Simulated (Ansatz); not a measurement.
# C3H9N: the cost of one run

Method: the levels named in each step, in Ansatz 0.2.0.

## (1) The starting structure

Bond lengths: C1–C2 1.523 Å, C2–C3 1.535 Å, C3–N4 1.452 Å, C1–H5 1.089 Å, C1–H6 1.087 Å, C1–H7 1.087 Å, C2–H8 1.094 Å, C2–H9 1.094 Å, C3–H10 1.092 Å, C3–H11 1.096 Å, N4–H12 1.015 Å, N4–H13 1.016 Å. Angles (14 of 21 angles, heavy atoms first): C1–C2–C3 111.8°, C2–C3–N4 114.9°, C1–C2–H8 109.5°, C1–C2–H9 109.5°, C3–C2–H8 109.2°, C3–C2–H9 109.0°, C2–C1–H5 110.4°, C2–C1–H6 110.6°, C2–C1–H7 110.5°, C2–C3–H10 109.5°, C2–C3–H11 109.3°, N4–C3–H10 107.6°, N4–C3–H11 107.3°, C3–N4–H12 110.2°.

Coordinates:

```xyz
13

C     1.9324   -0.0563    0.2813
C     0.5140    0.4957    0.3264
C    -0.4951   -0.4710   -0.3090
N    -1.8715   -0.0082   -0.3056
H     1.9897   -1.0005    0.8202
H     2.6298    0.6423    0.7375
H     2.2414   -0.2295   -0.7460
H     0.4778    1.4523   -0.2029
H     0.2258    0.6801    1.3656
H    -0.4673   -1.4269    0.2185
H    -0.2149   -0.6536   -1.3523
H    -1.9464    0.8717   -0.8051
H    -2.1799    0.1563    0.6482
```

## (2) A rough first relaxation, PBE-D4/def2-SVP

input.yaml

```yaml
crystal:
  periodic: [false, false, false]
  atoms:
    - { symbol: C, position_ang: [1.93239, -0.05632, 0.28133] }
    - { symbol: C, position_ang: [0.51399, 0.49571, 0.3264] }
    - { symbol: C, position_ang: [-0.49506, -0.47101, -0.30896] }
    - { symbol: "N", position_ang: [-1.87153, -0.00821, -0.30559] }
    - { symbol: H, position_ang: [1.98975, -1.0005, 0.82024] }
    - { symbol: H, position_ang: [2.62977, 0.64231, 0.73748] }
    - { symbol: H, position_ang: [2.24138, -0.22948, -0.74596] }
    - { symbol: H, position_ang: [0.47776, 1.45225, -0.20287] }
    - { symbol: H, position_ang: [0.22576, 0.68009, 1.36562] }
    - { symbol: H, position_ang: [-0.4673, -1.42688, 0.21855] }
    - { symbol: H, position_ang: [-0.21493, -0.65356, -1.35232] }
    - { symbol: H, position_ang: [-1.94643, 0.87173, -0.8051] }
    - { symbol: H, position_ang: [-2.17992, 0.15627, 0.64823] }
basis:
  gaussian: { orbitals: def2-SVP }
hamiltonian:
  xc: pbe
  dispersion: d4
relax:
  f_tol: 0.03
  max_steps: 200
```

The run is started by

```bash
ansatz run input.yaml --threads 4 --pin off --max-ram 10240MiB --backend cpu --events-out ev --progress --plain --runs-dir out
```

Q: Estimate wall time and peak memory on 4 threads of AMD EPYC 7R43 (Zen 3), shared host.

About 6.9 s, with a peak of 0.14 GiB.
